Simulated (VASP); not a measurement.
# BaS (Fm-3m) in VASP: settings compared, part 2 of 2

VASP 6.6.1.

### 3 Single point, PBE

This run uses another cell than the first one, of 32.58 Å³/atom, 0.943 times its volume.

INCAR reads:

```
  ALGO = Normal
  EDIFF = 1E-7
  ENCUT = 520
  GGA = PE
  ISIF = 2
  ISMEAR = -1
  LASPH = True
  LCHARG = True
  LELF = True
  LREAL = False
  LVHAR = True
  LWAVE = False
  NBANDS = 15
  NELM = 80
  PREC = Accurate
  SIGMA = 0.02
```

KPOINTS reads:

```
k-points
0
Gamma
  3 3 3
```

POSCAR reads:

```
BaS
1.0
    0.0000000000      3.1937500000      3.1937500000
    3.1937500000      0.0000000000      3.1937500000
    3.1937500000      3.1937500000      0.0000000000
Ba S
1 1
Direct
    0.0000000000      0.0000000000      0.0000000000
    0.5000000000      0.5000000000      0.5000000000
```

Potentials or basis: VASP PAW PBE potentials, release 64 (Ba_sv, S).

On the command line:

```bash
cat potpaw_PBE.64/Ba_sv/POTCAR potpaw_PBE.64/S/POTCAR > POTCAR
mpirun -np 1 vasp_std > vasp.out
```

OUTCAR:

```text
EDIFF = 1E-7
   ENCUT = 520
   GGA = PE
   ISIF = 2
   ISMEAR = -1
   LASPH = True
   LREAL = False
   NELM = 80
   PREC = Accurate

 ion  position               nearest neighbor table
   1  0.000  0.000  0.000-   2 3.19   2 3.19   2 3.19   2 3.19   2 3.19   2 3.19
   2  0.500  0.500  0.500-   1 3.19   1 3.19   1 3.19   1 3.19   1 3.19   1 3.19

  LATTYP: Found a face centered cubic cell.
 ALAT       =     6.3875000000

  Lattice vectors:

 A1 = (   0.0000000000,   3.1937500000,   3.1937500000)
 A2 = (   3.1937500000,   0.0000000000,   3.1937500000)
 A3 = (   3.1937500000,   3.1937500000,   0.0000000000)

Analysis of symmetry for initial positions (statically):
=====================================================================
 Subroutine PRICEL returns:
 Original cell was already a primitive cell.

 Routine SETGRP: Setting up the symmetry group for a
 face centered cubic supercell.

 Subroutine GETGRP returns: Found 48 space group operations
 (whereof 48 operations were pure point group operations)
 out of a pool of 48 trial point group operations.

[... 152 lines left out ...]
      3      -9.6856      2.00000
      4      -9.6856      2.00000
      5      -8.8719      2.00000
      6       1.4832      2.00000
      7       1.4832      2.00000
      8       1.4832      2.00000
      9       5.0669      0.00000
     10       5.3237      0.00000
     11       5.3237      0.00000
     12       5.3237      0.00000
     13       6.2500      0.00000
     14       6.2500      0.00000
[... 41 lines left out ...]
      2     -10.4450      2.00000
      3     -10.0321      2.00000
      4      -9.7880      2.00000
      5      -8.0982      2.00000
      6       0.2054      2.00000
      7       0.6654      2.00000
      8       0.9431      2.00000
      9       5.5072      0.00000
     10       6.8700      0.00000
     11       7.7434      0.00000
     12       7.8499      0.00000
     13       9.5412      0.00000
     14       9.9938      0.00000
     15      11.6149      0.00000

------------------------ aborting loop because EDIFF is reached ----------------------------------------

  FORCE on cell =-STRESS in cart. coord.  units (eV):
  Direction    XX          YY          ZZ          XY          YZ          ZX
  --------------------------------------------------------------------------------------
  -------------------------------------------------------------------------------------
  Total        0.6712045      0.6712045      0.6712045     -0.0000000      0.0000000      0.0000000
  in kB       16.5056514     16.5056514     16.5056514     -0.0000000      0.0000000      0.0000000
  external PRESSURE =      16.5056514 kB  Pullay stress =       0.0000000 kB

 VOLUME and BASIS-vectors are now :
 -----------------------------------------------------------------------------
  energy-cutoff  :      520.00
  volume of cell :       65.15
      direct lattice vectors                 reciprocal lattice vectors
     0.000000000  3.193750000  3.193750000    -0.156555773  0.156555773  0.156555773
     3.193750000  0.000000000  3.193750000     0.156555773 -0.156555773  0.156555773
     3.193750000  3.193750000  0.000000000     0.156555773  0.156555773 -0.156555773

 POSITION                                       TOTAL-FORCE (eV/Angst)
 -----------------------------------------------------------------------------------
      0.00000      0.00000      0.00000         0.000000      0.000000     -0.000000
      3.19375      3.19375      3.19375         0.000000      0.000000      0.000000
 -----------------------------------------------------------------------------------
    total drift:                                0.000000      0.000000      0.000000

  FREE ENERGIE OF THE ION-ELECTRON SYSTEM (eV)
  ---------------------------------------------------
  free  energy   TOTEN  =       -10.1521144204 eV

  energy  without entropy=      -10.1521144204  energy(sigma->0) =      -10.15211442
```

OSZICAR:

```text
N       E                     dE             d eps       ncg     rms          rms(c)
DAV:   1     0.934585134409E+02    0.93459E+02   -0.69579E+03   120   0.937E+02
DAV:   2    -0.492884589985E+01   -0.98387E+02   -0.87877E+02   170   0.177E+02
DAV:   3    -0.105227923641E+02   -0.55939E+01   -0.55533E+01   155   0.438E+01
DAV:   4    -0.106487655570E+02   -0.12597E+00   -0.12596E+00   172   0.690E+00
DAV:   5    -0.106508595964E+02   -0.20940E-02   -0.20938E-02   162   0.657E-01    0.481E+00
DAV:   6    -0.101347295705E+02    0.51613E+00   -0.68332E-01   148   0.498E+00    0.322E+00
DAV:   7    -0.101365521770E+02   -0.18226E-02   -0.23342E-01   162   0.254E+00    0.217E+00
DAV:   8    -0.101501787574E+02   -0.13627E-01   -0.27205E-02   127   0.114E+00    0.235E-01
DAV:   9    -0.101511306228E+02   -0.95187E-03   -0.40878E-03   148   0.466E-01    0.144E-01
DAV:  10    -0.101520073812E+02   -0.87676E-03   -0.94692E-04   127   0.211E-01    0.636E-02
DAV:  11    -0.101521113503E+02   -0.10397E-03   -0.14943E-04   155   0.740E-02    0.114E-02
DAV:  12    -0.101521147741E+02   -0.34238E-05   -0.96299E-06   127   0.203E-02    0.864E-03
DAV:  13    -0.101521143194E+02    0.45476E-06   -0.11714E-06   162   0.658E-03    0.374E-03
DAV:  14    -0.101521144621E+02   -0.14273E-06   -0.10227E-07   140   0.221E-03    0.824E-04
DAV:  15    -0.101521144204E+02    0.41686E-07   -0.81719E-09    88   0.551E-04
   1 F= -.10152114E+02 E0= -.10152114E+02  d E =-.132747E-12
```

stdout:

```text
POSCAR found type information on POSCAR BaS
 POSCAR found :  2 types and       2 ions
 scaLAPACK will be used
 LDA part: xc-table for (Slater+PW92), standard interpolation
 POSCAR, INCAR and KPOINTS ok, starting setup
 FFT: planning ... GRIDC
 FFT: planning ... GRID_SOFT
 FFT: planning ... GRID
 WAVECAR not read
 entering main loop
```

Wall time 8.6 s (1 thread of Intel Xeon Platinum 8259CL at 2.50GHz (Skylake/Cascade Lake), shared host); peak memory 0.19 GiB.

Results:

| Property | Result |
| --- | --- |
| Free energy | -10.1521 eV |
| Pressure | 1.7 GPa |
| Band gap on the k mesh | 2.40 eV, indirect (least direct gap 2.57 eV) |

Caveat: the k points lie up to 0.57 Å⁻¹ apart; spin-orbit coupling is left out, which moves the levels of the heavy elements. A k mesh can miss the band edges.

### 4 Single point, RPBE+D3(BJ)

This run uses another cell than the first one, of 25.97 Å³/atom, 0.752 times its volume.

INCAR reads:

```
  PREC = Accurate
  ENCUT = 520
  EDIFF = 1E-6
  ISMEAR = -1
  SIGMA = 0.05
  LREAL = False
  LASPH = True
  NELM = 80
  ALGO = Normal
  ISIF = 2
  LWAVE = False
  LCHARG = True
  GGA = RP
  IVDW = 12
  LELF = True
  LVHAR = True
  NBANDS = 15
```

KPOINTS reads:

```
Automatic mesh
0
Gamma
  7 7 7
```

POSCAR reads:

```
BaS
1.0
    0.0000000000      2.9612237341      2.9612237341
    2.9612237341      0.0000000000      2.9612237341
    2.9612237341      2.9612237341      0.0000000000
Ba S
1 1
Direct
    0.0000000000      0.0000000000      0.0000000000
    0.5000000000      0.5000000000      0.5000000000
```

On the command line:

```bash
cat potpaw_PBE.64/Ba_sv/POTCAR potpaw_PBE.64/S/POTCAR > POTCAR
mpirun -np 1 vasp_std > vasp.out
```

It took 11 s on 1 thread of Intel Xeon Platinum 8259CL at 2.50GHz (Skylake/Cascade Lake), shared host; peak memory 0.19 GiB.

The run converged. Its results:

| Quantity | Value |
| --- | --- |
| Free energy | -13.4411 eV |
| Pressure | 1.4 GPa |
| Band gap on the k mesh | 1.71 eV, direct |
| Dispersion energy per atom | -2.348 eV |

Levels at points of the mesh, in eV from the valence-band top:
```
           k point  band 4  band 5  band 6  band 7  band 8  band 9  band 10  band 11  band 12  band 13
(0.00, 0.00, 0.00)  -10.55  -10.55   -0.04   -0.04   -0.04    3.80     3.80     3.80     4.94     4.94
```

Caveat: the PAW data sets were made with another functional, which shifts forces and pressure a little; spin-orbit coupling is left out, which moves the levels of the heavy elements.

### 5 Overview

| level | cell | k mesh | smearing | gap on the mesh (eV) | pressure (GPa) |
| --- | --- | --- | --- | --- | --- |
| r2SCAN | a = 4.605 Å, angles 60.0°, 2 atoms | 7 × 7 × 7 | fermi-dirac 0.05 eV | 2.61 | -1.2 |
| PBE | a = 4.517 Å, angles 60.0°, 2 atoms | 3 × 3 × 3 | fermi-dirac 0.02 eV | 2.40 | 1.7 |
| RPBE+D3(BJ) | a = 4.188 Å, angles 60.0°, 2 atoms | 7 × 7 × 7 | fermi-dirac 0.05 eV | 1.71 | 1.4 |

Alike in all rows: task single point; potentials or basis VASP PAW PBE potentials, release 64 (Ba_sv, S); no spin polarisation; cutoff (eV) 520.

Caveats: some runs use coarse meshes; spin-orbit coupling is left out, which moves the levels of the heavy elements; the PAW data sets were made with another functional, which shifts forces and pressure a little (some runs).

Total energies depend on the potentials used, so only differences within one code and one set of settings carry meaning.

### 6 Against experiment

Step 2. Measured gap of BaS: 3.806 eV (indirect; 2 K; a printed reference work, monograph, original work of 1988). This calculation gives 2.61 eV (-1.20 eV). Spin-orbit coupling on Ba is left out. The value is that of r2SCAN on a finite k mesh, which can miss the band edges, without temperature or zero-point motion.

Step 4. Measured gap of BaS: 3.806 eV (indirect; 2 K; a printed reference work, monograph, original work of 1988). This calculation gives 1.71 eV (-2.10 eV). So large a miss can be the level of theory's own, or it may mean another phase, state or a wrong row. Spin-orbit coupling on Ba is left out. The value is that of RPBE+D3(BJ) on a finite k mesh, which can miss the band edges, without temperature or zero-point motion. Semilocal functionals fall short of measured gaps as a rule.
